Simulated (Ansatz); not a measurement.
## SnO in Ansatz: the effect of functional

The system is SnO.

```
Sn O
1.0
     3.86388    0.00000    0.00000
     0.00000    3.86388    0.00000
     0.00000    0.00000    4.95122
Sn O
2 2
Cartesian
  1.9319 0.0000 3.7858
  0.0000 1.9319 1.1654
  0.0000 0.0000 0.0000
  1.9319 1.9319 0.0000
```

The cell is a database's computed one.

The cell isn't the ideal one: volume scaled by 1.04.

Alike in all runs:

- Program: Ansatz 0.2.0
- Task: single point
- Potentials or basis: Ansatz PAW
- k mesh: 7 × 7 × 6
- Occupations: fermi-dirac, width 0.05 eV
- Spin: no spin polarisation

Q: One run gave: gap on the mesh 0.66 eV; pressure -3.9 GPa; largest force 0.65 eV/Å. Which functional did it use?
A. LDA
B. PBE
C. r2SCAN

A: C.

```tsv
functional	cutoff	gap on the mesh (eV)	pressure (GPa)	largest force (eV/Å)
LDA	420 eV (not typed: the program's choice for these potentials)	0.58	-6.4	0.73
r2SCAN	500 eV (not typed: the program's choice for these potentials)	0.66	-3.9	0.65
PBE	420 eV (not typed: the program's choice for these potentials)	0.51	0.0	0.15
```

Caveats: odd divisions of the mesh miss points on the zone boundary, where band edges often lie, so the gap on the mesh can be too wide; spin-orbit coupling is left out, which moves the levels of the heavy elements; the PAW data sets come from PBE, with cores solved anew for the run's functional, which leaves a small shift of forces and pressure (some runs).

A k mesh can miss the band edges.
